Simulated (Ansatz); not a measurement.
# CdS (Greenockite): band structure with LDA

**Experimental background.**

From “Isotope dependence of band-gap energy”, 2008, arxiv:0807.2152, for a bulk crystal of CdS: band gap 2.5809 ± 0.0002 eV.

Crystal: CdS (Greenockite).

```
CELL_PARAMETERS angstrom
4.15000 0.00000 0.00000
-2.07500 3.59401 0.00000
0.00000 0.00000 6.73700
ATOMIC_POSITIONS crystal
Cd 0.66667 0.33333 0.50000
Cd 0.33333 0.66667 0.00000
S 0.66667 0.33333 0.87500
S 0.33333 0.66667 0.37500
```

- Program: Ansatz 0.2.0
- Task: band structure
- Functional: LDA
- Potentials or basis: Ansatz PAW
- Cutoff: 420 eV (not typed: the program's choice for these potentials)
- k mesh: 7 × 7 × 4
- Occupations: fermi-dirac, width 0.05 eV
- Spin: spin-orbit coupling, no magnetisation
- Path: [["G", "M", "K", "G", "A", "L", "H", "A"], ["L", "M"], ["K", "H"]]
- Points for each segment of the path: 14

```json
{
 "Pressure": "-3.2 GPa",
 "Largest force": "0.061 eV/Å",
 "Band gap on the k mesh": "0.90 eV, direct",
 "Band gap along the path": "0.90 eV, direct"
}
```

Forces on the atoms (eV/Å):
```
Cd   0.000  0.000 -0.061
Cd   0.000  0.000 -0.061
S    0.000  0.000  0.061
S    0.000  0.000  0.061
```

Stress tensor (GPa, compression positive):
```
-3.37  0.00  0.00
 0.00 -3.37  0.00
 0.00  0.00 -2.79
```

Levels at the corners of the path, in eV from the valence-band top:
| point | band 49 | band 50 | band 51 | band 52 | band 53 | band 54 | band 55 | band 56 |
| --- | --- | --- | --- | --- | --- | --- | --- | --- |
| Γ | -0.02 | -0.02 | 0.00 | 0.00 | 0.90 | 0.90 | 2.52 | 2.52 |
| M | -1.34 | -1.34 | -0.76 | -0.76 | 3.47 | 3.47 | 3.64 | 3.64 |
| K | -1.89 | -1.86 | -1.65 | -1.65 | 4.40 | 4.40 | 4.85 | 4.88 |
| Γ | -0.02 | -0.02 | 0.00 | 0.00 | 0.90 | 0.90 | 2.52 | 2.52 |
| A | -0.40 | -0.40 | -0.40 | -0.40 | 2.58 | 2.58 | 2.58 | 2.58 |
| L | -1.35 | -1.35 | -1.35 | -1.35 | 3.22 | 3.22 | 3.22 | 3.22 |
| H | -1.15 | -1.15 | -1.14 | -1.14 | 4.13 | 4.13 | 4.18 | 4.18 |
| A | -0.40 | -0.40 | -0.40 | -0.40 | 2.58 | 2.58 | 2.58 | 2.58 |
| L | -1.35 | -1.35 | -1.35 | -1.35 | 3.22 | 3.22 | 3.22 | 3.22 |
| M | -1.34 | -1.34 | -0.76 | -0.76 | 3.47 | 3.47 | 3.64 | 3.64 |
| K | -1.89 | -1.86 | -1.65 | -1.65 | 4.40 | 4.40 | 4.85 | 4.88 |
| H | -1.15 | -1.15 | -1.14 | -1.14 | 4.13 | 4.13 | 4.18 | 4.18 |

It took 120 s on 2 threads of Arm Neoverse V1 (shared host), peak memory 0.95 GiB.

A measured gap of CdS is 2.5809 eV (quoted in “Isotope dependence of band-gap energy”, 2008, arxiv:0807.2152); the calculated 0.90 eV misses it by -1.69 eV. So large a miss can be the level of theory's own, or it may mean another phase, state or a wrong row. The value is that of LDA, without temperature or zero-point motion. Semilocal functionals fall short of measured gaps as a rule.

Caveat: the PAW data sets come from PBE, with cores solved anew for the run's functional, which leaves a small shift of forces and pressure.
